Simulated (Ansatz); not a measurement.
KF: frozen-core PAW against all-electron methods

```
CELL_PARAMETERS angstrom
3.25895 0.00000 0.00000
0.00000 3.25895 0.00000
0.00000 0.00000 3.25895
ATOMIC_POSITIONS crystal
K 0.00000 0.00000 0.00000
F 0.50000 0.50000 0.50000
```

Atoms are numbered in the order listed.

The cell is the one relaxed in the Materials Project (mp-8454), not relaxed further here; entries there can be hypothetical.

All numbers are computed: DFT, LDA, PAW with Ansatz's default frozen-core files, scalar-relativistic (Ansatz 0.2.0); DFT, LDA, all-electron LAPW, scalar-relativistic (Ansatz 0.2.0).

For PAW: a Γ-centred 9×9×9 k mesh, Fermi–Dirac smearing of 0.02 eV, cutoff 420 eV, no spin polarisation; the PAW files were made with PBE, and the program remakes their frozen cores for this functional. LAPW targets a basis error of 0.5 meV/atom. The Ansatz runs share mesh, smearing and spin set-up. Plane-wave (PAW) pressures include the program's estimate of the Pulay term.

Stress and pressure are positive in compression.

Levels count from the top of the valence band.

PAW results:

```tsv
quantity	PAW
pressure (GPa)	-5.75
band gap (eV)	5.926
highest filled level at Γ (eV)	-0.050
lowest empty level at Γ (eV)	5.926
highest filled level at X (eV)	-0.169
lowest empty level at X (eV)	9.102
highest filled level at M (eV)	0.000
lowest empty level at M (eV)	8.281
```

(1) What does full-potential LAPW give for the same quantities?

Answers

(1) 
```json
{"quantity": "pressure (GPa)", "LAPW": "-5.74"}
{"quantity": "band gap (eV)", "LAPW": "5.917"}
{"quantity": "highest filled level at Γ (eV)", "LAPW": "-0.050"}
{"quantity": "lowest empty level at Γ (eV)", "LAPW": "5.917"}
{"quantity": "highest filled level at X (eV)", "LAPW": "-0.169"}
{"quantity": "lowest empty level at X (eV)", "LAPW": "9.101"}
{"quantity": "highest filled level at M (eV)", "LAPW": "0.000"}
{"quantity": "lowest empty level at M (eV)", "LAPW": "8.273"}
```
